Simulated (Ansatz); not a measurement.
## One input, then a changed one: W (bcc type)

First run: DFT, LDA, PAW with Ansatz's default frozen-core files, scalar-relativistic (Ansatz 0.2.0).

Command: `ansatz run input.yaml --threads 1 --pin off --max-ram 3584MiB --backend cpu --events-out ev --progress --plain --runs-dir out` It took 1.1 s on 1 thread of Intel(R) Xeon(R) 6975P-C (Granite Rapids), with other jobs on the host, peak memory 0.34 GiB.

```yaml
crystal:
  lattice:
    - [3.1348320012, 0.0, 0.0]
    - [0.0, 3.1348320012, 0.0]
    - [0.0, 0.0, 3.1348320012]
  atoms:
    - { symbol: W, position: [0.0, 0.0, 0.0] }
    - { symbol: W, position: [0.5, 0.5, 0.5] }
kpoints:
  mp_grid: { grid: [13, 13, 13] }
scf:
  occupations: { method: fermi_dirac, width: 0.08 }
hamiltonian:
  xc: lda
  pseudopotentials: { kind: paw }
output:
  forces: true
  stress: true
  eigenvalues: true
```

The base cell comes from a relaxation on PAW files under the same functional.

This run: bulk in the slab's orientation.

It converges in 6 SCF iterations at a pressure of 0.21 GPa, cutoff 420 eV.

The input is then changed:

```diff
   eigenvalues: true
+accuracy: high
```

Question: What does the second run give?

Answer: It converges in 7 SCF iterations at a pressure of 0.21 GPa, cutoff 420 eV, free energy 0.0 meV/atom against the first run's.
